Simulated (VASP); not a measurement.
# Rh (P6_3/mmc) in VASP: notebook

One crystal, Rh, is run at these levels: PBEsol, r2SCAN; tasks: single point.

All numbers are computed with VASP 6.6.1; they aren't measurements. Logs are shortened: lines on timing, memory, paths and dates and some standing lists are left out, and cuts for length are marked.

## Step 1: The structure

Symmetry: P6_3/mmc, No. 194, hexagonal system. Conventional cell: a = 2.688 Å, b = 2.688 Å, c = 4.328 Å, α = 90.00°, β = 90.00°, γ = 120.00°. Rh (site symmetry -6m2) is surrounded by 12 Rh at 2.66 to 2.69 Å.

This isn't the form of Rh at room conditions, which is fcc.

## Step 2: Single point, PBEsol

Input file INCAR:

```
ALGO     = Fast           # electronic algorithm
EDIFF    = 1E-6           # SCF threshold, eV
ENCUT    = 700            # plane-wave cutoff, eV
GGA      = PS             # functional
ISIF     = 2              # what is computed and relaxed
ISMEAR   = 0              # smearing method
LASPH    = True           # aspherical terms in the spheres
LCHARG   = False          # write CHGCAR
LREAL    = False          # projectors in reciprocal space
LWAVE    = False          # write WAVECAR
NELM     = 60             # most SCF steps
PREC     = Accurate       # precision mode
SIGMA    = 0.1            # smearing width, eV
```

Input file KPOINTS:

```
k-points
0
Gamma
  18 18 10
```

Input file POSCAR:

```
Rh
1.0
    2.6882900000      0.0000000000      0.0000000000
   -1.3441400000      2.3281200000      0.0000000000
    0.0000000000      0.0000000000      4.3280700000
Rh
2
Direct
    0.3333300000      0.6666700000      0.2500000000
    0.6666700000      0.3333300000      0.7500000000
```

Potentials or basis: VASP PAW PBE potentials, release 64 (Rh_pv).

On the command line:

```sh
$ cat potpaw_PBE.64/Rh_pv/POTCAR > POTCAR
$ mpirun -np 1 vasp_std > vasp.out
```

OUTCAR:

```text
EDIFF = 1E-6
   ENCUT = 700
   GGA = PS
   ISIF = 2
   ISMEAR = 0
   LASPH = True
   LREAL = False
   NELM = 60
   PREC = Accurate

 ion  position               nearest neighbor table
   1  0.333  0.667  0.250-   2 2.66   2 2.66   2 2.66   2 2.66   2 2.66   2 2.66
   2  0.667  0.333  0.750-   1 2.66   1 2.66   1 2.66   1 2.66   1 2.66   1 2.66

  LATTYP: Found a hexagonal cell.
 ALAT       =     2.6882900000
 C/A-ratio  =     1.6099713945

  Lattice vectors:

 A1 = (   2.6882900000,   0.0000000000,   0.0000000000)
 A2 = (  -1.3441400000,   2.3281200000,   0.0000000000)
 A3 = (   0.0000000000,   0.0000000000,   4.3280700000)

Analysis of symmetry for initial positions (statically):
=====================================================================
 Subroutine PRICEL returns:
 Original cell was already a primitive cell.

 Routine SETGRP: Setting up the symmetry group for a
 hexagonal supercell.

 Subroutine GETGRP returns: Found  8 space group operations
 (whereof  4 operations were pure point group operations)
 out of a pool of 24 trial point group operations.

The static configuration has the point symmetry C_2h.
 The point group associated with its full space group is D_2h.

Analysis of symmetry for dynamics (positions and initial velocities):
=====================================================================
 Subroutine PRICEL returns:
 Original cell was already a primitive cell.

 Routine SETGRP: Setting up the symmetry group for a
 hexagonal supercell.

 Subroutine GETGRP returns: Found  8 space group operations
 (whereof  4 operations were pure point group operations)
 out of a pool of 24 trial point group operations.

The dynamic configuration has the point symmetry C_2h.
 The point group associated with its full space group is D_2h.

 Subroutine INISYM returns: Found  8 space group operations
 (whereof  4 operations are pure point group operations),
 and found     1 'primitive' translations

----------------------------------------------------------------------------------------

                                     Primitive cell

  volume of cell :      27.0879

  direct lattice vectors                    reciprocal lattice vectors
     2.688290000  0.000000000  0.000000000     0.371983677  0.214764763  0.000000000
    -1.344140000  2.328120000  0.000000000     0.000000000  0.429531124  0.000000000
     0.000000000  0.000000000  4.328070000     0.000000000  0.000000000  0.231049867

  length of vectors
     2.688290000  2.688281063  4.328070000     0.429529696  0.429531124  0.231049867

  position of ions in fractional coordinates (direct lattice)
     0.333330000  0.666670000  0.250000000
     0.666670000  0.333330000  0.750000000

  ion indices of the primitive-cell ions
   primitive index   ion index
                 1           1
                 2           2

----------------------------------------------------------------------------------------

 KPOINTS: k-points

Automatic generation of k-mesh.
 Grid dimensions read from file:
 generate k-points for:   18   18   10

 Generating k-lattice:

  Cartesian coordinates                     Fractional coordinates (reciprocal lattice)
     0.020665760  0.011931376  0.000000000     0.055555556  0.000000000  0.000000000
     0.000000000  0.023862840  0.000000000     0.000000000  0.055555556  0.000000000
     0.000000000  0.000000000  0.023104987     0.000000000  0.000000000  0.100000000

  Length of vectors
     0.023862761  0.023862840  0.023104987

  Shift w.r.t. Gamma in fractional coordinates (k-lattice)
     0.000000000  0.000000000  0.000000000

 Subroutine IBZKPT returns following result:
 ===========================================

 Found    546 irreducible k-points:

 Following reciprocal coordinates:
            Coordinates               Weight
  0.000000  0.000000  0.000000      1.000000
  0.055556  0.000000  0.000000      4.000000
 -0.055556  0.055556  0.000000      2.000000
  0.111111  0.000000  0.000000      4.000000
 -0.111111  0.111111  0.000000      2.000000
  0.166667  0.000000  0.000000      4.000000
[... 16 lines left out ...]
 -0.055556  0.166667  0.000000      4.000000
 -0.166667  0.111111  0.000000      4.000000
 [... further k-points ...]
   k-points           NKPTS =    546   k-points in BZ     NKDIM =    546   number of bands    NBANDS=     19
   number of dos      NEDOS =    301   number of ions     NIONS =      2
   total plane-waves  NPLWV =  23040
   dimension x,y,z NGX =    24 NGY =   24 NGZ =   40
   dimension x,y,z NGXF=    48 NGYF=   48 NGZF=   80
   ions per type =               2
   NGX,Y,Z   is equivalent  to a cutoff of  14.84, 14.84, 15.36 a.u.
   NGXF,Y,Z  is equivalent  to a cutoff of  29.68, 29.68, 30.73 a.u.
 SYSTEM =  unknown system
   PREC   = accura    normal or accurate (medium, high low for compatibility)
   ISTART =      0    job   : 0-new  1-cont  2-samecut
   ICHARG =      2    charge: 1-file 2-atom 10-const
[... 91 lines left out ...]
      3     -34.4257      2.00000
      4     -34.3263      2.00000
      5     -34.3219      2.00000
      6     -34.3067      2.00000
[... 11 lines left out ...]
     18      13.7568      0.00000
     19      20.9121      0.00000

 k-point     4 :       0.1111    0.0000    0.0000
  band No.  band energies     occupation
      1     -35.0958      2.00000
      2     -34.4864      2.00000
      3     -34.4417      2.00000
      4     -34.3729      2.00000
      5     -34.3361      2.00000
      6     -34.3145      2.00000
[... 11 lines left out ...]
     18      15.0218      0.00000
     19      20.8778      0.00000

 k-point     5 :      -0.1111    0.1111    0.0000
  band No.  band energies     occupation
      1     -35.0958      2.00000
      2     -34.4864      2.00000
      3     -34.4417      2.00000
      4     -34.3729      2.00000
      5     -34.3361      2.00000
      6     -34.3145      2.00000
[... 11 lines left out ...]
     18      15.0217      0.00000
     19      20.8778      0.00000

 k-point     6 :       0.1667    0.0000    0.0000
  band No.  band energies     occupation
      1     -35.0600      2.00000
      2     -34.5621      2.00000
      3     -34.4657      2.00000
      4     -34.4499      2.00000
      5     -34.3525      2.00000
      6     -34.3269      2.00000
[... 11 lines left out ...]
     18      16.3573      0.00000
     19      20.8309      0.00000

 k-point     7 :      -0.1667    0.1667    0.0000
  band No.  band energies     occupation
      1     -35.0600      2.00000
      2     -34.5621      2.00000
      3     -34.4657      2.00000
      4     -34.4500      2.00000
      5     -34.3525      2.00000
      6     -34.3269      2.00000
[... 11 lines left out ...]
     18      16.3573      0.00000
     19      20.8309      0.00000

 k-point     8 :       0.2222    0.0000    0.0000
  band No.  band energies     occupation
      1     -35.0130      2.00000
      2     -34.6549      2.00000
      3     -34.5426      2.00000
      4     -34.4944      2.00000
      5     -34.3755      2.00000
      6     -34.3427      2.00000
[... 256 lines left out ...]
 k-point    20 :       0.0556    0.0556    0.0000
  band No.  band energies     occupation
      1     -35.1032      2.00000
      2     -34.4687      2.00000
      3     -34.4391      2.00000
      4     -34.3541      2.00000
      5     -34.3329      2.00000
      6     -34.3132      2.00000
[... 11 lines left out ...]
     18      14.6755      0.00000
     19      20.8890      0.00000

 k-point    21 :      -0.0556    0.1111    0.0000
  band No.  band energies     occupation
      1     -35.1032      2.00000
      2     -34.4687      2.00000
      3     -34.4391      2.00000
      4     -34.3541      2.00000
      5     -34.3329      2.00000
      6     -34.3132      2.00000
[... 11 lines left out ...]
     18      14.6755      0.00000
     19      20.8890      0.00000

 k-point    22 :       0.1111    0.0556    0.0000
  band No.  band energies     occupation
      1     -35.0740      2.00000
      2     -34.5279      2.00000
      3     -34.4697      2.00000
      4     -34.4082      2.00000
      5     -34.3459      2.00000
      6     -34.3258      2.00000
[... 11 lines left out ...]
     18      15.8834      0.00000
     19      20.8495      0.00000

 k-point    23 :      -0.0556    0.1667    0.0000
  band No.  band energies     occupation
      1     -35.0740      2.00000
      2     -34.5280      2.00000
      3     -34.4697      2.00000
      4     -34.4083      2.00000
      5     -34.3459      2.00000
      6     -34.3257      2.00000
[... 11 lines left out ...]
     18      15.8834      0.00000
     19      20.8495      0.00000

 k-point    24 :      -0.1667    0.1111    0.0000
  band No.  band energies     occupation
      1     -35.0740      2.00000
      2     -34.5279      2.00000
      3     -34.4697      2.00000
      4     -34.4083      2.00000
      5     -34.3459      2.00000
      6     -34.3258      2.00000
[... 11 lines left out ...]
     18      15.8834      0.00000
     19      20.8495      0.00000

 [... further k-points ...]

------------------------ aborting loop because EDIFF is reached ----------------------------------------

  FORCE on cell =-STRESS in cart. coord.  units (eV):
  Direction    XX          YY          ZZ          XY          YZ          ZX
  --------------------------------------------------------------------------------------
  -------------------------------------------------------------------------------------
  Total        0.0378921      0.0379511      0.0408380      0.0000513     -0.0000000      0.0000000
  in kB        2.2412177      2.2447025      2.4154566      0.0030351     -0.0000000      0.0000000
  external PRESSURE =       2.3004589 kB  Pullay stress =       0.0000000 kB

 VOLUME and BASIS-vectors are now :
 -----------------------------------------------------------------------------
  energy-cutoff  :      700.00
  volume of cell :       27.09
      direct lattice vectors                 reciprocal lattice vectors
     2.688290000  0.000000000  0.000000000     0.371983677  0.214764763  0.000000000
    -1.344140000  2.328120000  0.000000000     0.000000000  0.429531124  0.000000000
     0.000000000  0.000000000  4.328070000     0.000000000  0.000000000  0.231049867

 POSITION                                       TOTAL-FORCE (eV/Angst)
 -----------------------------------------------------------------------------------
     -0.00001      1.55209      1.08202         0.000136     -0.000078      0.000000
      1.34416      0.77603      3.24605        -0.000136      0.000078     -0.000000
 -----------------------------------------------------------------------------------
    total drift:                               -0.000000      0.000000      0.000000

  FREE ENERGIE OF THE ION-ELECTRON SYSTEM (eV)
  ---------------------------------------------------
  free  energy   TOTEN  =       -16.2055357349 eV

  energy  without entropy=      -16.1900021340  energy(sigma->0) =      -16.19776893
```

It took 1.9 min on 1 thread of Intel Xeon 6975P-C (Granite Rapids), shared host; peak memory 0.44 GiB.

What came out:

- Free energy: -16.2055 eV
- Pressure: 0.2 GPa
- Band gap on the k mesh: none (metal or under the smearing width)

Levels at points of the mesh, in eV from the Fermi level:
```
           k point  band 12  band 13  band 14  band 15  band 16  band 17  band 18  band 19
(0.00, 0.00, 0.00)    -2.59    -2.59    -2.01    -2.01     0.13     0.13     0.66     8.78
(0.50, 0.00, 0.00)    -2.31    -2.29     0.41     0.66     0.74     3.03     5.16    10.39
(0.50, 0.50, 0.00)    -2.31    -2.28     0.41     0.66     0.74     3.03     5.16    10.38
(0.00, 0.00, 0.50)    -3.26    -3.26    -3.26    -0.46    -0.46    -0.46    -0.46    14.87
(0.50, 0.00, 0.50)    -1.76    -0.36    -0.36     0.61     0.61     2.63     2.63     9.42
(0.50, 0.50, 0.50)    -1.76    -0.36    -0.36     0.61     0.61     2.63     2.63     9.42
```

Caveat: the PAW data sets were made with another functional, which shifts forces and pressure a little.

## Step 3: Single point, PBEsol

Edit INCAR of step 2 so:

```diff
@@ -2,3 +2,3 @@
 EDIFF    = 1E-6           # SCF threshold, eV
-ENCUT    = 700            # plane-wave cutoff, eV
+ENCUT    = 520            # plane-wave cutoff, eV
 GGA      = PS             # functional
```

Input file KPOINTS:

```
k-points
0
Gamma
  27 27 14
```

POSCAR is that of step 2.

Potentials or basis: VASP PAW PBE potentials, release 64 (Rh_pv).

On the command line:

```sh
$ cat potpaw_PBE.64/Rh_pv/POTCAR > POTCAR
$ mpirun -np 1 vasp_std > vasp.out
```

Run time: 3.9 min. Hardware: 1 thread of Intel Xeon 6975P-C (Granite Rapids), shared host; peak memory 0.69 GiB.

It converged, with:

```yaml
Free_energy: -16.2034 eV
Pressure: 0.2 GPa
Band_gap_on_the_k_mesh: none (metal or under the smearing width)
```

Stress tensor (GPa, compression positive):
```
-0.05  0.00  0.00
 0.00 -0.05  0.00
 0.00  0.00  0.67
```

Levels at points of the mesh, in eV from the Fermi level:
```tsv
k point	band 12	band 13	band 14	band 15	band 16	band 17	band 18	band 19
(0.00, 0.00, 0.00)	-2.58	-2.58	-2.01	-2.01	0.13	0.13	0.67	8.79
(0.00, 0.00, 0.50)	-3.25	-3.25	-3.25	-0.45	-0.45	-0.45	-0.45	14.88
```

Caveat: the PAW data sets were made with another functional, which shifts forces and pressure a little.

## Step 4: Single point, PBEsol

Edit INCAR of step 3 so:

```diff
@@ -12,2 +12,2 @@
 PREC     = Accurate       # precision mode
-SIGMA    = 0.1            # smearing width, eV
+SIGMA    = 0.5            # smearing width, eV
```

Input file KPOINTS:

```
k-points
0
Gamma
  18 18 10
```

POSCAR is that of step 3.

On the command line:

```sh
$ cat potpaw_PBE.64/Rh_pv/POTCAR > POTCAR
$ mpirun -np 1 vasp_std > vasp.out
```

Run time: 83 s. Hardware: 1 thread of Intel Xeon 6975P-C (Granite Rapids), shared host; peak memory 0.32 GiB.

It converged, with:

```
Free energy            : -16.3944 eV
Pressure               : 2.1 GPa
Band gap on the k mesh : none (metal or under the smearing width)
```

Stress tensor (GPa, compression positive):
```
2.03 0.00 0.00
0.00 2.03 0.00
0.00 0.00 2.18
```

Levels at points of the mesh, in eV from the Fermi level:
```tsv
k point	band 11	band 12	band 13	band 14	band 15	band 16	band 17	band 18	band 19
(0.00, 0.00, 0.00)	-3.09	-2.54	-2.54	-1.96	-1.96	0.18	0.18	0.70	8.83
(0.50, 0.00, 0.00)	-2.73	-2.25	-2.24	0.46	0.72	0.79	3.08	5.20	10.42
(0.50, 0.50, 0.00)	-2.73	-2.25	-2.24	0.46	0.72	0.79	3.08	5.20	10.42
(0.00, 0.00, 0.50)	-3.21	-3.21	-3.21	-3.21	-0.40	-0.40	-0.40	-0.40	14.91
(0.50, 0.00, 0.50)	-1.70	-1.70	-0.31	-0.31	0.66	0.66	2.67	2.67	9.46
(0.50, 0.50, 0.50)	-1.70	-1.70	-0.31	-0.31	0.66	0.66	2.67	2.67	9.46
```

Caveat: the PAW data sets were made with another functional, which shifts forces and pressure a little.

## Step 5: Single point, PBEsol

Edit INCAR of step 4 so:

```diff
@@ -2,3 +2,3 @@
 EDIFF    = 1E-6           # SCF threshold, eV
-ENCUT    = 520            # plane-wave cutoff, eV
+ENCUT    = 900            # plane-wave cutoff, eV
 GGA      = PS             # functional
@@ -12,2 +12,2 @@
 PREC     = Accurate       # precision mode
-SIGMA    = 0.5            # smearing width, eV
+SIGMA    = 0.1            # smearing width, eV
```

KPOINTS is that of step 4.

POSCAR is that of step 4.

On the command line:

```sh
$ cat potpaw_PBE.64/Rh_pv/POTCAR > POTCAR
$ mpirun -np 1 vasp_std > vasp.out
```

It took 3.5 min on 1 thread of Intel Xeon 6975P-C (Granite Rapids), shared host; peak memory 0.59 GiB.

It converged, with:

```
Free energy            : -16.2057 eV
Pressure               : 0.2 GPa
Band gap on the k mesh : none (metal or under the smearing width)
```

Levels at points of the mesh, in eV from the Fermi level:
| k point | band 11 | band 12 | band 13 | band 14 | band 15 | band 16 | band 17 | band 18 | band 19 |
| --- | --- | --- | --- | --- | --- | --- | --- | --- | --- |
| (0.00, 0.00, 0.00) | -3.14 | -2.59 | -2.59 | -2.01 | -2.01 | 0.13 | 0.13 | 0.66 | 8.78 |
| (0.50, 0.00, 0.00) | -2.79 | -2.31 | -2.28 | 0.41 | 0.66 | 0.74 | 3.03 | 5.16 | 10.38 |
| (0.50, 0.50, 0.00) | -2.79 | -2.31 | -2.28 | 0.41 | 0.66 | 0.74 | 3.03 | 5.16 | 10.39 |
| (0.00, 0.00, 0.50) | -3.26 | -3.26 | -3.26 | -3.26 | -0.46 | -0.46 | -0.46 | -0.46 | 14.87 |
| (0.50, 0.00, 0.50) | -1.76 | -1.76 | -0.36 | -0.36 | 0.61 | 0.61 | 2.63 | 2.63 | 9.42 |
| (0.50, 0.50, 0.50) | -1.76 | -1.76 | -0.36 | -0.36 | 0.61 | 0.61 | 2.63 | 2.63 | 9.42 |

Caveat: the PAW data sets were made with another functional, which shifts forces and pressure a little.

## Step 6: Single point, r2SCAN

Input file INCAR:

```
ALGO     = Normal         # electronic algorithm
EDIFF    = 1E-6           # SCF threshold, eV
ENCUT    = 520            # plane-wave cutoff, eV
ISIF     = 2              # what is computed and relaxed
ISMEAR   = 0              # smearing method
LASPH    = True           # aspherical terms in the spheres
LCHARG   = False          # write CHGCAR
LMIXTAU  = True         
LREAL    = False          # projectors in reciprocal space
LWAVE    = False          # write WAVECAR
METAGGA  = R2SCAN         # meta-GGA
NELM     = 60             # most SCF steps
PREC     = Accurate       # precision mode
SIGMA    = 0.1            # smearing width, eV
```

KPOINTS is that of step 5.

POSCAR is that of step 5.

Potentials or basis: VASP PAW PBE potentials, release 64 (Rh_pv).

On the command line:

```sh
$ cat potpaw_PBE.64/Rh_pv/POTCAR > POTCAR
$ mpirun -np 1 vasp_std > vasp.out
```

Wall time 6.6 min (1 thread of Intel Xeon 6975P-C (Granite Rapids), shared host); peak memory 0.33 GiB.

The run converged. Its results:

- Free energy: -48.1815 eV
- Pressure: 6.1 GPa
- Band gap on the k mesh: none (metal or under the smearing width)

Levels at points of the mesh, in eV from the Fermi level:
```csv
k point,band 13,band 14,band 15,band 16,band 17,band 18
"(0.00, 0.00, 0.00)",-2.68,-2.09,-2.09,0.12,0.12,0.90
"(0.50, 0.00, 0.00)",-2.26,0.41,0.66,0.75,3.23,5.49
"(0.50, 0.50, 0.00)",-2.26,0.41,0.66,0.75,3.23,5.49
"(0.00, 0.00, 0.50)",-3.37,-3.37,-0.49,-0.49,-0.49,-0.49
"(0.50, 0.00, 0.50)",-0.32,-0.32,0.62,0.62,2.88,2.88
"(0.50, 0.50, 0.50)",-0.32,-0.32,0.62,0.62,2.88,2.88
```

Caveat: the PAW data sets were made with another functional, which shifts forces and pressure a little.

## Step 7: Summary

| level | k mesh | cutoff (eV) | smearing | further INCAR settings | gap on the mesh (eV) | pressure (GPa) |
| --- | --- | --- | --- | --- | --- | --- |
| PBEsol | 18 × 18 × 10 | 700 | gaussian 0.1 eV | ALGO = Fast; EDIFF = 1e-06 | none | 0.2 |
| PBEsol | 27 × 27 × 14 | 520 | gaussian 0.1 eV | ALGO = Fast; EDIFF = 1e-06 | none | 0.2 |
| PBEsol | 18 × 18 × 10 | 520 | gaussian 0.5 eV | ALGO = Fast; EDIFF = 1e-06 | none | 2.1 |
| PBEsol | 18 × 18 × 10 | 900 | gaussian 0.1 eV | ALGO = Fast; EDIFF = 1e-06 | none | 0.2 |
| r2SCAN | 18 × 18 × 10 | 520 | gaussian 0.1 eV | ALGO = Normal; EDIFF = 1e-06 | none | 6.1 |

Alike in all rows: task single point; potentials or basis VASP PAW PBE potentials, release 64 (Rh_pv); no spin polarisation; cell as given.

Every run on the cell as given and a fine mesh finds a metal. The pressure there spans 0.2 GPa (PBEsol) to 6.1 GPa (r2SCAN); a positive pressure means that this level wants a larger cell, a negative one a smaller.

Caveats: the PAW data sets were made with another functional, which shifts forces and pressure a little.

Absolute energies hang on the potentials; compare differences alone.
